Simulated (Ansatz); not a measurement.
Here is an Ansatz 0.2.0 calculation.

input.yaml

```yaml
crystal:
  lattice:
    - [-1.62691493, 1.62691493, 1.32032985]
    - [1.62691493, -1.62691493, 1.32032985]
    - [1.62691493, 1.62691493, -1.32032985]
  atoms:
    - { symbol: Si, position: [0.0, 0.0, 0.0] }
hamiltonian:
  xc: blyp
  pseudopotentials: { kind: paw }
kpoints:
  mp_grid: { grid: [13, 13, 13] }
scf:
  occupations: { method: fermi_dirac, width: 0.05 }
output:
  forces: true
  stress: true
  eigenvalues: true
relax:
  f_tol: 0.01
  max_steps: 40
  cell: { stress_tol: 0.05 }
```

Potentials or basis: Ansatz PAW.

Command:

```bash
$ ansatz run input.yaml --threads 2 --pin off --max-ram 5632MiB --backend cpu --events-out ev --progress --plain --runs-dir out
```

Question: What does it give for the space group after relaxing (to 0.05 Å)?

Answer: I4/mmm (No. 139).

Question: Predict the relaxed cell.

Answer: a = 2.829 Å, b = 2.829 Å, c = 2.829 Å, α = 102.75°, β = 102.75°, γ = 123.96°.

Final structure:
```
CELL_PARAMETERS angstrom
-1.76566 1.76566 1.32888
1.76566 -1.76566 1.32888
1.76566 1.76566 -1.32888
ATOMIC_POSITIONS crystal
Si 0.00000 0.00000 0.00000
```
